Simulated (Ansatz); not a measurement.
## TiB2 in Ansatz: the effect of functional

Crystal: TiB2.

```
Ti B
1.0
     3.08861    0.00000    0.00000
    -1.54431    2.67482    0.00000
     0.00000    0.00000    3.29172
Ti B
1 2
Direct
  0.00000 0.00000 0.00000
  0.66667 0.33333 0.50000
  0.33333 0.66667 0.50000
```

The cell isn't the ideal one: volume scaled by 1.06.

Alike in all runs:

| Quantity | Value |
| --- | --- |
| Program | Ansatz 0.2.0 |
| Task | single point |
| Potentials or basis | Ansatz PAW |
| k mesh | 10 × 10 × 8 |
| Occupations | fermi-dirac, width 0.05 eV |
| Spin | no spin polarisation |

```csv
functional,cutoff,pressure (GPa)
LDA,420 eV (not typed: the program's choice for these potentials),?
PBEsol,420 eV (not typed: the program's choice for these potentials),-17.9
r2SCAN,500 eV (not typed: the program's choice for these potentials),-14.6
```

Problem. What does the run with functional LDA give?

Solution. Pressure -23.4 GPa.

Caveats: the PAW data sets come from PBE, with cores solved anew for the run's functional, which leaves a small shift of forces and pressure.
